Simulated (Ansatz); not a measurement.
# In3GaP4: the cost of one run

Method: DFT PBE, scalar-relativistic, plane waves, PAW, in Ansatz 0.2.0.

## (1) Starting point

It takes space group Pm-3m (No. 221, cubic). The conventional cell has a = 5.461 Å, b = 5.461 Å, c = 5.461 Å, α = 90.00°, β = 90.00°, γ = 90.00°. In (site symmetry 4/mmm) has 6 P at 2.73 Å as nearest neighbours. Around Ga (site symmetry m-3m) lie 6 P at 2.73 Å. P (site symmetry 4/mmm) is surrounded by 4 In at 2.73 Å and 2 Ga at 2.73 Å. Around P (site symmetry m-3m) lie 6 In at 2.73 Å.

Structure file:

```
CELL_PARAMETERS angstrom
5.46137 0.00000 0.00000
0.00000 5.46137 0.00000
0.00000 0.00000 5.46137
ATOMIC_POSITIONS crystal
In 0.00000 0.00000 0.50000
In 0.50000 0.00000 0.00000
In 0.00000 0.50000 0.00000
Ga 0.50000 0.50000 0.50000
P 0.50000 0.50000 0.00000
P 0.00000 0.50000 0.50000
P 0.50000 0.00000 0.50000
P 0.00000 0.00000 0.00000
```

The cell was relaxed beforehand at this level, from an invented guess; it needn't be the stable form of this composition. At a tolerance of 0.05 Å it has space group Pm-3m (No. 221); it has 20.36 Å³/atom, an uncorrected energy of +0.03 eV/atom over the elements.

## (2) Bands, states and charges

Contents of input.yaml:

```yaml
crystal:
  lattice:
    - [5.4613686337, 0.0, 0.0]
    - [0.0, 5.4613686337, 0.0]
    - [0.0, 0.0, 5.4613686337]
  atoms:
    - { symbol: In, position: [0.0, 0.0, 0.5] }
    - { symbol: In, position: [0.5, 0.0, 0.0] }
    - { symbol: In, position: [0.0, 0.5, 0.0] }
    - { symbol: Ga, position: [0.5, 0.5, 0.5] }
    - { symbol: P, position: [0.5, 0.5, 0.0] }
    - { symbol: P, position: [0.0, 0.5, 0.5] }
    - { symbol: P, position: [0.5, 0.0, 0.5] }
    - { symbol: P, position: [0.0, 0.0, 0.0] }
basis:
  ecutwfc: 420
kpoints:
  mp_grid: { grid: [8, 8, 8] }
  band_path:
    path:
      - [[0.0, 0.0, 0.0], [0.0, 0.5, 0.0], [0.5, 0.5, 0.0], [0.0, 0.0, 0.0], [0.5, 0.5, 0.5], [0.0, 0.5, 0.0]]
      - [[0.5, 0.5, 0.5], [0.5, 0.5, 0.0]]
    npoints: 14
hamiltonian:
  xc: pbe
scf:
  occupations: { method: gaussian, width: 0.1 }
  n_extra_bands: 20
output:
  forces: true
  stress: true
  eigenvalues: true
  populations: true
  dos: { projected: true, de: 0.02, nscf_kmesh: { grid: [10, 10, 10] } }
  bader: true
  write_density: true
  write_potential: true
  elf: true
  volumetric_format: npy
```

Run with:

```console
$ ansatz run input.yaml --threads 1 --pin off --max-ram 2560MiB --backend cpu --events-out ev --progress --plain --runs-dir out
```

What time and memory should one allow on 1 thread of Intel Xeon at 2.70GHz, shared host?

About 2.6 min, with a peak of 0.75 GiB.
